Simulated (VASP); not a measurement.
# PtS2 (P-3m1) in VASP: a series of runs, part 2 of 2

VASP 6.6.1.

**4. Dielectric tensor, PBE**

INCAR reads:

```
  PREC = Accurate
  ENCUT = 460
  EDIFF = 1E-8
  ISMEAR = 0
  SIGMA = 0.01
  LREAL = False
  LASPH = True
  NELM = 100
  ALGO = Normal
  ISIF = 2
  LWAVE = False
  LCHARG = False
  GGA = PE
  LEPSILON = True
```

KPOINTS reads:

```
regular mesh
0
Gamma
  7 7 4
```

POSCAR reads:

```
PtS2
1.0
    3.5432000000      0.0000000000      0.0000000000
   -1.7716000000      3.0685012107      0.0000000000
    0.0000000000      0.0000000000      5.0388000000
Pt S
1 2
Direct
    0.0000000000      0.0000000000      0.0000000000
    0.6666666667      0.3333333333      0.7730000000
    0.3333333333      0.6666666667      0.2270000000
```

Potentials or basis: VASP PAW PBE potentials, release 64 (Pt, S).

Launch:

```console
cat potpaw_PBE.64/Pt/POTCAR potpaw_PBE.64/S/POTCAR > POTCAR
mpirun -np 1 vasp_std > vasp.out
```

OUTCAR:

```text
PREC = Accurate
   ENCUT = 460
   EDIFF = 1E-8
   ISMEAR = 0
   LREAL = False
   LASPH = True
   NELM = 100
   ISIF = 2
   GGA = PE
   LEPSILON = True

 Found     28 irreducible k-points:

 Following reciprocal coordinates:
            Coordinates               Weight
  0.000000  0.000000  0.000000      1.000000
  0.142857  0.000000  0.000000      6.000000
  0.285714  0.000000  0.000000      6.000000
  0.428571  0.000000  0.000000      6.000000
  0.142857  0.142857  0.000000      6.000000
  0.285714  0.142857  0.000000     12.000000
   k-points           NKPTS =     28   k-points in BZ     NKDIM =     28   number of bands    NBANDS=     15
   number of dos      NEDOS =    301   number of ions     NIONS =      3
   total plane-waves  NPLWV =  28224
   dimension x,y,z NGX =    28 NGY =   28 NGZ =   36
   dimension x,y,z NGXF=    56 NGYF=   56 NGZF=   72
   ions per type =               1   2
   NGX,Y,Z   is equivalent  to a cutoff of  13.14, 13.14, 11.88 a.u.
   NGXF,Y,Z  is equivalent  to a cutoff of  26.28, 26.28, 23.76 a.u.
 SYSTEM =  unknown system
   PREC   = accura    normal or accurate (medium, high low for compatibility)
   ISTART =      0    job   : 0-new  1-cont  2-samecut
   ICHARG =      2    charge: 1-file 2-atom 10-const
   ISPIN  =      1    spin polarized calculation?
   LNONCOLLINEAR =      F non collinear calculations
   LSORBIT =      F    spin-orbit coupling
   LASPH  =      T    aspherical Exc in radial PAW
   ENCUT  =  460.0 eV  33.81 Ry    5.81 a.u.   6.20  6.20  8.81*2*pi/ulx,y,z
   NELM   =    100;   NELMIN=  2; NELMDL= -5     # of ELM steps
   EDIFF  = 0.1E-07   stopping-criterion for ELM
   LREAL  =      F    real-space projection
   EDIFFG = 0.1E-06   stopping-criterion for IOM
   NSW    =      0    number of steps for IOM
   IBRION =     -1    ionic relax: 0-MD 1-quasi-New 2-CG
   NFREE  =      0    steps in history (QN), initial steepest desc. (CG)
   ISIF   =      2    stress and relaxation
   ISYM   =      2    0-nonsym 1-usesym 2-fastsym
   POTIM  = 0.5000    time-step for ionic-motion
   TEBEG  =    0.0;   TEEND  =   0.0 temperature during run
   PSTRESS=    0.0 pullay stress
   NELECT =      22.0000    total number of electrons
   NUPDOWN=      -1.0000    fix difference up-down
   EMIN   =  10.00;   EMAX   =-10.00  energy-range for DOS
   EFERMI =   0.00;   METHOD = LEGACY
   ISMEAR =     0;   SIGMA  =   0.01  broadening in eV -4-tet -1-fermi 0-gaus
   EFERMI_NEDOS =   21; number of points for ismear=-14 and -15
   IALGO  =     38    algorithm
   IMIX   =      4    mixing-type and parameters
     AMIX     =   0.40;   BMIX     =  1.00
     AMIX_MAG =   1.60;   BMIX_MAG =  1.00
  volume/ion in A,a.u.               =      18.26       123.23
  Fermi-wavevector in a.u.,A,eV,Ry     =   1.207812  2.282434 19.848315  1.458810
  Thomas-Fermi vector in A             =   2.343439
   LORBIT       =      0    0 simple, 1 ext, 2 COOP (PROOUT), +10 PAW based schemes
   GGA     = PE    functional components
   LHFCALC =     F    Hartree Fock is set to
   AEXX    =    0.0000 exact exchange contribution
   IVDW    =     0    specifies the selected vdW correction
   LEPSILON=     T    determine dielectric tensor
   LRPA    =     F    only Hartree local field effects (RPA)
 non-spin polarized calculation
 Gauss-broadening in eV      SIGMA  =   0.01
[... 130 lines left out ...]
  -------------------------------------------------------------------------------------
  Total        3.9598782      3.9598782      3.4757014      0.0000000      0.0000000      0.0000000
  in kB      115.8092712    115.8092712    101.6491986      0.0000000      0.0000000      0.0000000
  external PRESSURE =     111.0892470 kB  Pullay stress =       0.0000000 kB

 VOLUME and BASIS-vectors are now :
 -----------------------------------------------------------------------------
  energy-cutoff  :      460.00
  volume of cell :       54.78
      direct lattice vectors                 reciprocal lattice vectors
     3.543200000  0.000000000  0.000000000     0.282230752  0.162946001  0.000000000
    -1.771600000  3.068501211  0.000000000     0.000000000  0.325892001  0.000000000
     0.000000000  0.000000000  5.038800000     0.000000000  0.000000000  0.198459951

 POSITION                                       TOTAL-FORCE (eV/Angst)
 -----------------------------------------------------------------------------------
      0.00000      0.00000      0.00000        -0.000000      0.000000      0.000000
      1.77160      1.02283      3.89499        -0.000000      0.000000     -1.211704
     -0.00000      2.04567      1.14381         0.000000     -0.000000      1.211704
 -----------------------------------------------------------------------------------
    total drift:                                0.000000     -0.000000      0.000000

  FREE ENERGIE OF THE ION-ELECTRON SYSTEM (eV)
  ---------------------------------------------------
  free  energy   TOTEN  =       -15.2691318360 eV

  energy  without entropy=      -15.2691318360  energy(sigma->0) =      -15.26913184

 HEAD OF MICROSCOPIC STATIC DIELECTRIC TENSOR (INDEPENDENT PARTICLE, excluding Hartree and local field effects)
 ------------------------------------------------------
          20.588425    -0.000000     0.000000
          -0.000000    20.588425     0.000000
           0.000000    -0.000000    13.420893
 ------------------------------------------------------

 Free energy of the ion-electron system (eV)
  ---------------------------------------------------
  ---------------------------------------------------
  free energy    TOTEN  =        -2.99205886 eV

  energy without entropy =       -2.99205886

------------------------ aborting loop because EDIFF is reached ----------------------------------------

--------------------------------------- Ionic step        2  -------------------------------------------

------------------------ aborting loop because EDIFF is reached ----------------------------------------

--------------------------------------- Ionic step        3  -------------------------------------------

 Free energy of the ion-electron system (eV)
  ---------------------------------------------------
  ---------------------------------------------------
  free energy    TOTEN  =        -1.50431913 eV

  energy without entropy =       -1.50431913

------------------------ aborting loop because EDIFF is reached ----------------------------------------

 PIEZOELECTRIC TENSOR FIELD DIRECTION 3  (e Angst)
 -----------------------------------------------------------------------------
     0.00672  0.00000 -0.00000           (  0.00006  0.00000  0.00000)
     0.00000  0.00672  0.00000           (  0.00000  0.00006  0.00000)
     0.00000 -0.00000 -0.02179           (  0.00000  0.00000 -0.00002)

 PIEZOELECTRIC TENSOR FIELD DIRECTION 3  (C/m^2)
 -----------------------------------------------------------------------------
     0.00196  0.00000 -0.00000
     0.00000  0.00196  0.00000
     0.00000 -0.00000 -0.00637

 MACROSCOPIC STATIC DIELECTRIC TENSOR (including local field effects in DFT)
 ------------------------------------------------------
          19.334566     0.000000     0.000000
           0.000000    19.334566    -0.000000
           0.000000     0.000000    10.501521
 ------------------------------------------------------

 PIEZOELECTRIC TENSOR (including local field effects)  for field in x, y, z        (e  Angst)
          XX          YY          ZZ          XY          YZ          ZX
  --------------------------------------------------------------------------------
  x     0.00000     0.00000     0.00000     0.00000     0.00000     0.00000
  y     0.00000     0.00000     0.00000     0.00000     0.00000     0.00000
  z     0.00000     0.00000     0.00000     0.00000     0.00000     0.00000

 PIEZOELECTRIC TENSOR (including local field effects)  for field in x, y, z        (C/m^2)
          XX          YY          ZZ          XY          YZ          ZX
  --------------------------------------------------------------------------------
  x     0.00000     0.00000     0.00000     0.00000     0.00000     0.00000
  y     0.00000     0.00000     0.00000     0.00000     0.00000     0.00000
  z     0.00000     0.00000     0.00000     0.00000     0.00000     0.00000

 BORN EFFECTIVE CHARGES (including local field effects) (in |e|, cummulative output)
 ---------------------------------------------------------------------------------
 ion    1
    1     3.10782     0.00000     0.00000
    2     0.00000     3.10782    -0.00000
    3    -0.00000    -0.00000    -0.48098
 ion    2
    1    -1.55391     0.00000     0.00000
    2     0.00000    -1.55391     0.00000
    3     0.00000     0.00000     0.24049
 ion    3
    1    -1.55391     0.00000     0.00000
    2     0.00000    -1.55391     0.00000
    3     0.00000     0.00000     0.24049
```

OSZICAR:

```text
N       E                     dE             d eps       ncg     rms          rms(c)
DAV:   1     0.108404953617E+03    0.10840E+03   -0.98150E+03   872   0.118E+03
[... 13 lines left out ...]
RMM:   8    -0.150383963772E+01    0.16419E-03   -0.93385E-06  1393   0.199E-02    0.111E-02
RMM:   9    -0.150434599340E+01   -0.50636E-03   -0.88679E-06  1363   0.109E-02    0.291E-03
RMM:  10    -0.150429238200E+01    0.53611E-04   -0.29242E-05  1444   0.218E-03    0.832E-04
RMM:  11    -0.150431551877E+01   -0.23137E-04    0.70502E-06  1401   0.104E-03    0.385E-04
RMM:  12    -0.150431863381E+01   -0.31150E-05    0.70316E-07  1268   0.283E-04    0.729E-05
RMM:  13    -0.150431946777E+01   -0.83396E-06   -0.94758E-07   962   0.903E-05    0.251E-05
RMM:  14    -0.150431913324E+01    0.33453E-06   -0.14024E-06   500   0.623E-05    0.566E-06
```

Run time: 2.8 min. Hardware: 1 thread of Intel Xeon Platinum 8488C (Sapphire Rapids), shared host; peak memory 0.25 GiB.

The run converged, but some of its settings lie outside the range that counts as converged, so its numbers aren't taken as properties of the crystal.

What came out:

- Band gap on the k mesh: 0.85 eV, indirect (least direct gap 1.02 eV)
- Electronic dielectric tensor (diagonal): 19.33, 19.33, 10.50
- Born charges (mean of the diagonal): Pt +1.91; S -0.96 e

Caveat: spin-orbit coupling is left out, which moves the levels of the heavy elements; an odd mesh through Γ misses points on the zone boundary, where band edges often lie.

**5. For comparison**

An earlier run on the cell as given: functional PBEsol; potentials or basis VASP PAW PBE potentials, release 64 (Pt, S); cutoff 520 eV; k mesh 9 × 9 × 5; occupations fermi-dirac, width 0.05 eV; no spin polarisation.

- Pressure: 6.1 GPa
- Largest force: 0.930 eV/Å
- Band gap on the k mesh: 0.96 eV, indirect (least direct gap 1.00 eV)
